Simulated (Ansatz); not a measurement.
`O=C(O)O[SiH2][SiH3]` + `CC` → `CCC(=O)O` + `O[SiH2][SiH3]`  (formal exchange of groups at a C–O bond)

Gas-phase electronic energies from Ansatz, PBE0-D4/def2-TZVP geometries. CCSD(T)/CBS is the MP2 limit (def2-TZVPP, def2-QZVPP) plus CCSD(T) − MP2 in def2-TZVPP, frozen cores. This one scheme is used for every species. Functionals use def2-TZVPP. Each species was taken in one conformer, which may not be the lowest.

`O=C(O)O[SiH2][SiH3]`:

Z-matrix (Å, degrees):
```
Si
O 1 1.706
Si 1 2.340 2 111.3
H 1 1.485 2 107.9 3 124.0
H 1 1.482 2 101.7 3 -121.1
C 2 1.317 1 117.0 3 -48.6
H 3 1.482 1 111.3 2 94.7
H 3 1.486 1 109.1 2 -27.4
H 3 1.490 1 108.7 2 -145.4
O 6 1.330 2 110.6 1 -179.1
O 6 1.208 2 124.8 1 1.1
H 10 0.965 6 106.5 2 -179.9
```

`CC`:

Z-matrix (Å, degrees):
```
C
C 1 1.519
H 1 1.093 2 111.4
H 1 1.093 2 111.4 3 120.0
H 1 1.093 2 111.4 3 -120.0
H 2 1.093 1 111.4 3 180.0
H 2 1.093 1 111.4 3 -60.0
H 2 1.093 1 111.4 3 60.0
```

`CCC(=O)O`:

```xyz
11

C     0.834    0.505    1.111
C    -0.043    0.585   -0.120
C    -0.493   -0.762   -0.609
O    -0.218   -1.820   -0.113
O    -1.268   -0.658   -1.704
H     1.733   -0.080    0.914
H     0.307    0.024    1.937
H     1.135    1.504    1.430
H    -0.943    1.182    0.060
H     0.469    1.078   -0.952
H    -1.514   -1.559   -1.953
```

`O[SiH2][SiH3]`:

Cartesian coordinates in Å:
```
O 1.450 -0.224 1.462
Si 0.218 -0.840 0.547
Si -0.783 0.787 -0.818
H 2.184 0.185 1.002
H 0.695 -1.957 -0.321
H -0.763 -1.384 1.518
H -1.845 0.165 -1.656
H 0.234 1.390 -1.725
H -1.389 1.878 -0.008
```

(1) Is it downhill or uphill in electronic energy at CCSD(T)/CBS, and by how much? (Estimate.)

(2) What do these levels give: PBE-D4, PBE0-D4, ωB97X-V, ωB97M-V, B2PLYP, r2SCAN, PBE0, MP2/def2-TZVPP, SCS-MP2/def2-TZVPP, CCSD(T)/def2-TZVPP, MP2/def2-QZVPP, SCS-MP2/def2-QZVPP? (Best estimate.)

Largest T1 diagnostic among the species: 0.015.

## Answers

(1) The calculation gave: Uphill: ΔE = +9.3 kJ/mol.

(2) Ansatz gave: PBE-D4 15.5, PBE0-D4 17.1, ωB97X-V 17.6, ωB97M-V 16.2, B2PLYP 13.1, r2SCAN 17.7, PBE0 14.7, MP2/def2-TZVPP 11.2, SCS-MP2/def2-TZVPP 12.1, CCSD(T)/def2-TZVPP 13.1, MP2/def2-QZVPP 8.8, SCS-MP2/def2-QZVPP 9.5 kJ/mol.

The D4 term adds +4.2 kJ/mol with B3LYP and +2.4 kJ/mol with PBE0; it sums over pairs of atoms, weighted by their polarisabilities, and B3LYP, whose exchange is more repulsive, gets the larger term. In def2-TZVPP, CCSD(T) changes the Hartree–Fock value by −8.7 kJ/mol (the triples alone add +0.3 kJ/mol) and MP2 by −10.6 kJ/mol.

B3LYP here is the variant with VWN-RPA as its local correlation; programs differ in this.
